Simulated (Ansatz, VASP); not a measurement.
## ZnO in VASP and in Ansatz

The input INCAR:

```
SYSTEM = ZnO
PREC     = Accurate       ! precision mode
ENCUT    = 520            ! plane-wave cutoff, eV
EDIFF    = 1E-7           ! SCF threshold, eV
ISMEAR   = 0              ! smearing method
SIGMA    = 0.05           ! smearing width, eV
LREAL    = .False.        ! projectors in reciprocal space
LASPH    = .True.         ! aspherical terms in the spheres
NELM     = 60             ! most SCF steps
ALGO     = Normal         ! electronic algorithm
ISIF     = 2              ! what is computed and relaxed
LWAVE    = .False.        ! write WAVECAR
LCHARG   = .False.        ! write CHGCAR
GGA      = PS             ! functional
NBANDS   = 26             ! bands
```

File KPOINTS:

```
Automatic mesh
0
Gamma
  9 9 6
  0 0 0
```

POSCAR

```
ZnO
1.0
    3.2601408460      0.0000000000      0.0000000000
   -1.6300704230      2.8233647925      0.0000000000
    0.0000000000      0.0000000000      5.1223332972
Zn O
2 2
Direct
    0.3333333333      0.6666666667      0.0015754469
    0.6666666667      0.3333333333      0.5015754469
    0.3333333333      0.6666666667      0.3956145713
    0.6666666667      0.3333333333      0.8956145713
```

Input for Ansatz:

```yaml
crystal:
  lattice:
    - [3.260140846, 0.0, 0.0]
    - [-1.630070423, 2.8233647925, 0.0]
    - [0.0, 0.0, 5.1223332972]
  atoms:
    - { symbol: Zn, position: [0.3333333333, 0.6666666667, 0.0015754469] }
    - { symbol: Zn, position: [0.6666666667, 0.3333333333, 0.5015754469] }
    - { symbol: O, position: [0.3333333333, 0.6666666667, 0.3956145713] }
    - { symbol: O, position: [0.6666666667, 0.3333333333, 0.8956145713] }
basis:
  ecutwfc: 520.0
kpoints:
  mp_grid: { grid: [9, 9, 6] }
hamiltonian:
  xc: pbesol
  pseudopotentials: { kind: paw, azcp: { folder: soft_1 } }
scf:
  occupations: { method: gaussian, width: 0.05 }
output:
  forces: true
  stress: true
  eigenvalues: true
  write_density: true
  write_potential: true
  elf: true
  volumetric_format: npy
```

Alike in both runs: task single point; functional PBEsol; k mesh 9 × 9 × 6; occupations gaussian, width 0.05 eV; no spin polarisation.

|  | VASP | Ansatz |
| --- | --- | --- |
| version | VASP 6.6.1 | Ansatz 0.2.0 |
| potentials or method | VASP PAW PBE potentials, release 64 (Zn, O) | scalar-relativistic, plane waves, PAW |
| plane-wave cutoff (eV) | 520 | 520 |
| valence electrons in the cell | 36 | 36 |

|  | VASP | Ansatz | Ansatz less VASP |
| --- | --- | --- | --- |
| gap on the k mesh at the Fermi level (eV) | 0.72 | 0.74 | +0.013 |
| least direct gap on the mesh (eV) | 0.72 | 0.74 | +0.013 |
| pressure (GPa) | 0.8 | -0.1 | -0.88 |
| largest component of the traceless stress (GPa) | 0.49 | 0.39 | -0.101 |
| rms of the force components (eV/Å) | 0.128 | 0.125 | -0.0027 |

Atom by atom the forces differ by 0.003 eV/Å (rms over components). Ansatz warned: «pseudo_functional_mismatch».

Caveats: the PAW data sets were made with another functional, which shifts forces and pressure a little (VASP).
